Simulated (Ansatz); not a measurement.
## Cs on Ni(111): change of the work function: cost of one run

Ansatz 0.2.0; plane-wave DFT, PBE, Ansatz PAW. The cell holds 4 atoms.

input.yaml

```yaml
crystal:
  lattice:
    - [2.4890158698, 0.0, 0.0]
    - [1.2445079349, 2.1555509736, 0.0]
    - [0.0, 0.0, 24.0968188426]
  atoms:
    - { symbol: Ni, position: [0.0, 0.0, 0.3734932839], spin: 0.7 }
    - { symbol: Ni, position: [0.3333333333, 0.3333333333, 0.4578310946], spin: 0.7 }
    - { symbol: Ni, position: [0.6666666667, 0.6666666667, 0.5421689054], spin: 0.7 }
    - { symbol: Ni, position: [0.0, 0.0, 0.6265067161], spin: 0.7 }
magnetization:
  spin_polarized: true
kpoints:
  mp_grid: { grid: [14, 14, 1] }
hamiltonian:
  xc: pbe
scf:
  occupations: { method: fermi_dirac, width: 0.1 }
  convergence: { dr2_threshold: 1.0e-08 }
  max_iter: 50
efield:
  axis: 3
  dipole_correction: true
  ramp_position: 0.97
  ramp_width: 0.06
  amplitude: 3.0
relax:
  f_tol: 0.02
  max_steps: 60
  constraints: [{ sites: [0, 1] }]
output:
  write_potential: true
  write_density: true
  volumetric_format: npy
```

The run is started by

```sh
$ ansatz run input.yaml --threads 4 --pin off --max-ram 12288MiB --backend cpu --events-out ev --progress --plain --runs-dir out
```

The cutoff in use is 420 eV. For reference, a run of the same kind (17 atoms, 8 k-points, 185 bands, 11,595 plane waves and two spins; 95 SCF cycles) took 12 min and 3.4 GiB on the same hardware.

What time and memory should one allow on 4 threads of Arm Neoverse V1, shared host?

A cutoff of 420 eV is a sphere of radius 10.5 Å⁻¹, so a cell of 129 Å³ holds about V·G³/6π² = 2,527 plane waves. Symmetry cuts the 14×14×1 mesh from 196 to 24 points. The run has 24 k-points, 45 bands, 2,439 plane waves and two spins. Taking the work of a cycle as k-points × spins × bands × plane waves, that is 0.15 times the reference, or 1.9 min at the reference's 95 cycles. The run needed 42 SCF cycles over 3 ionic steps, which makes it about 50 s. One copy of the wavefunctions takes 0.079 GiB at 16 bytes a coefficient, against 0.51 GiB in the reference; grids, projectors and work arrays come on top. Measured: about 40 s, with a peak of 0.54 GiB. The run was quicker than this simple count says.

[Logs are printed without paths, hosts, clocks, repeated set-up lines and the standing remarks that a program may print on its own settings, such as how far it seeks lower states.]

[Hosts, paths, dates, database ids (printed as entryN), source tags and the programs' standing remarks are cut or masked in the printed files.]

[Maps of the electrostatic potential energy from Ansatz leave out the sawtooth potential of an applied field or a dipole correction, so their vacuum need not be flat; planar profiles and work functions include it.]
